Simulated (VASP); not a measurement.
**Co5O6: single point with PBE**

Co5O6, a slab with vacuum:

```xyz
11
Lattice="2.9981 0.0000 0.0000 1.4811 2.6067 0.0000 0.0000 0.0000 27.2633" Properties=species:S:1:pos:R:3 pbc="T T T"
O     2.9981    1.7448    7.5000
O     0.0359    0.0209    9.9527
O     1.5529    0.9037   12.4053
O     3.0699    1.7866   14.8580
O     0.1077    0.0627   17.3107
O     1.6247    0.9455   19.7633
Co    1.5170    0.8828    8.7263
Co    3.0340    1.7657   11.1790
Co    0.0718    0.0418   13.6317
Co    1.5888    0.9246   16.0843
Co    3.1058    1.8074   18.5370
```

The cell isn't the ideal one: the (1 0 1) slab of CoO, cut from the database cell, not relaxed.

- Program: VASP 6.6.1
- Task: single point
- Functional: PBE
- Potentials or basis: VASP PAW PBE potentials, release 64 (O, Co)
- Cutoff: 520 eV
- k mesh: 10 × 10 × 1
- Occupations: fermi-dirac, width 0.05 eV
- Spin: collinear spin, ferromagnetic start
- Starting moments: [0.0, 0.0, 0.0, 0.0, 0.0, 0.0, 2.0, 2.0, 2.0, 2.0, 2.0] μB

```yaml
Largest_force: 4.492 eV/Å
Band_gap_on_the_k_mesh: none (metal or under the smearing width)
Net_moment: 8.99 μB per cell
Site_moments: O +0.11, +0.10, +0.30; Co +0.11, +2.50, +2.58 μB
Valence_electrons_inside_the_program's_atomic_spheres: O 4.74, 4.96, 4.99; Co 7.82, 7.80, 7.81
```

Forces in eV/Å, atoms in the order of the input:
```
O    0.006  0.004  4.492
O   -0.012 -0.007 -0.674
O   -0.002 -0.001 -0.184
O    0.002  0.001  0.184
O    0.012  0.007  0.674
O   -0.006 -0.004 -4.492
Co   0.029  0.017 -3.854
Co  -0.007 -0.004  0.104
Co   0.000  0.000  0.000
Co   0.007  0.004 -0.104
Co  -0.029 -0.017  3.854
```

Levels at points of the mesh, in eV from the Fermi level:
Spin up:
| k point | band 42 | band 43 | band 44 | band 45 | band 46 | band 47 | band 48 | band 49 |
| --- | --- | --- | --- | --- | --- | --- | --- | --- |
| (0.00, 0.00, 0.00) | -0.60 | -0.59 | -0.24 | -0.18 | 1.04 | 1.06 | 1.10 | 1.12 |
| (0.50, 0.00, 0.00) | -0.46 | -0.32 | -0.31 | -0.28 | 0.94 | 1.00 | 1.08 | 1.11 |
| (0.50, 0.50, 0.00) | -0.42 | -0.33 | -0.31 | -0.31 | 0.98 | 1.02 | 1.05 | 1.06 |
Spin down:
| k point | band 33 | band 34 | band 35 | band 36 | band 37 | band 38 | band 39 | band 40 |
| --- | --- | --- | --- | --- | --- | --- | --- | --- |
| (0.00, 0.00, 0.00) | -0.62 | -0.61 | -0.50 | -0.31 | -0.27 | -0.11 | 0.17 | 0.33 |
| (0.50, 0.00, 0.00) | -0.13 | -0.12 | -0.06 | 0.06 | 0.16 | 0.22 | 0.23 | 0.54 |
| (0.50, 0.50, 0.00) | -0.13 | -0.10 | -0.04 | 0.09 | 0.16 | 0.24 | 0.25 | 0.56 |

It took 30 min on 1 thread of AMD EPYC 9R45 96-Core Processor (Zen 5) (shared host), peak memory 0.73 GiB.

Caveat: semilocal functionals often make such compounds metallic where correlation or magnetic order opens a gap, which also shifts bond lengths.
